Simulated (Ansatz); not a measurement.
# W: biaxial against axial strain

The task, for W: map the energy over biaxial and axial strain.

Computed with Ansatz 0.2.0 (DFT PBE, scalar-relativistic, plane waves, PAW, unless a step's input says otherwise).

1 further run of the same task is left out (set aside as unsound or not needed).

### 1 The system as given

It takes space group Fm-3m (No. 225, cubic). Conventional cell: a = 4.060 Å, b = 4.060 Å, c = 4.060 Å, α = 90.00°, β = 90.00°, γ = 90.00°. W (site symmetry m-3m) is surrounded by 12 W at 2.87 Å.

Coordinates:

```cif
data_structure
_symmetry_space_group_name_H-M 'P 1'
_symmetry_Int_Tables_number 1
_cell_length_a 2.8709
_cell_length_b 2.8709
_cell_length_c 2.8709
_cell_angle_alpha 60.000
_cell_angle_beta 60.000
_cell_angle_gamma 60.000
_cell_volume 16.73
loop_
_atom_site_label
_atom_site_type_symbol
_atom_site_fract_x
_atom_site_fract_y
_atom_site_fract_z
_atom_site_occupancy
W1 W 0.00000 0.00000 0.00000 1
```

The cell is taken as given, not relaxed at this level.

### 2 The reference cell

Reference values: F = -10384.3408 eV; pressure -4.62 GPa; largest force 0.000 eV/Å; gap on the mesh none (metal). It was computed beforehand with the settings of the runs below.

### 3 Next: biaxial against axial strain

The cell is strained by p along both x and y and by q along z, with fractional coordinates fixed.

### 4 At p = -0.030, q = -0.030

Input file input.yaml:

```yaml
crystal:
  lattice:
    - [0.0, 1.9691, 1.9691]
    - [1.9691, 0.0, 1.9691]
    - [1.9691, 1.9691, 0.0]
  atoms:
    - { symbol: W, position: [0.0, 0.0, 0.0] }
basis:
  ecutwfc: 420
kpoints:
  mp_grid: { grid: [20, 20, 20] }
hamiltonian:
  xc: pbe
scf:
  occupations: { method: gaussian, width: 0.15 }
output:
  forces: true
  stress: true
  eigenvalues: true
```

Started as:

```console
$ ansatz run input.yaml --threads 1 --pin off --max-ram 1228MiB --backend cpu --events-out ev --progress --plain --runs-dir out
```

### 5 At p = -0.030, q = 0.000

input.yaml, as its differences from that of step 4:

```diff
@@ -2,4 +2,4 @@
   lattice:
-    - [0.0, 1.9691, 1.9691]
-    - [1.9691, 0.0, 1.9691]
+    - [0.0, 1.9691, 2.03]
+    - [1.9691, 0.0, 2.03]
     - [1.9691, 1.9691, 0.0]
```

### 6 Point p = -0.030, q = 0.030

input.yaml, as its differences from that of step 5:

```diff
@@ -2,4 +2,4 @@
   lattice:
-    - [0.0, 1.9691, 2.03]
-    - [1.9691, 0.0, 2.03]
+    - [0.0, 1.9691, 2.0909]
+    - [1.9691, 0.0, 2.0909]
     - [1.9691, 1.9691, 0.0]
```

### 7 At p = 0.000, q = -0.030

input.yaml, as its differences from that of step 6:

```diff
@@ -2,5 +2,5 @@
   lattice:
-    - [0.0, 1.9691, 2.0909]
-    - [1.9691, 0.0, 2.0909]
-    - [1.9691, 1.9691, 0.0]
+    - [0.0, 2.03, 1.9691]
+    - [2.03, 0.0, 1.9691]
+    - [2.03, 2.03, 0.0]
   atoms:
```

### 8 At p = 0.000, q = 0.030

input.yaml, as its differences from that of step 7:

```diff
@@ -2,4 +2,4 @@
   lattice:
-    - [0.0, 2.03, 1.9691]
-    - [2.03, 0.0, 1.9691]
+    - [0.0, 2.03, 2.0909]
+    - [2.03, 0.0, 2.0909]
     - [2.03, 2.03, 0.0]
```

### 9 p = 0.030, q = -0.030

input.yaml, as its differences from that of step 8:

```diff
@@ -2,5 +2,5 @@
   lattice:
-    - [0.0, 2.03, 2.0909]
-    - [2.03, 0.0, 2.0909]
-    - [2.03, 2.03, 0.0]
+    - [0.0, 2.0909, 1.9691]
+    - [2.0909, 0.0, 1.9691]
+    - [2.0909, 2.0909, 0.0]
   atoms:
```

### 10 Point p = 0.030, q = 0.000

input.yaml, as its differences from that of step 9:

```diff
@@ -2,4 +2,4 @@
   lattice:
-    - [0.0, 2.0909, 1.9691]
-    - [2.0909, 0.0, 1.9691]
+    - [0.0, 2.0909, 2.03]
+    - [2.0909, 0.0, 2.03]
     - [2.0909, 2.0909, 0.0]
```

(Steps that only read results are left out.)

What does the calculation give? Wanted: highest point; lowest point away from the origin.

The runs gave:

| quantity | value |
| --- | --- |
| highest point | 79.4 meV/atom at (p, q) = (-0.030, -0.030) |
| lowest point away from the origin | -31.9 meV/atom at (-0.030, 0.030) |

What this shows: Of the points run, the lowest is (-0.030, 0.030), 31.9 meV/atom below the undisturbed cell, which was taken as given and not relaxed at this level. The runs treat W without spin-orbit coupling.
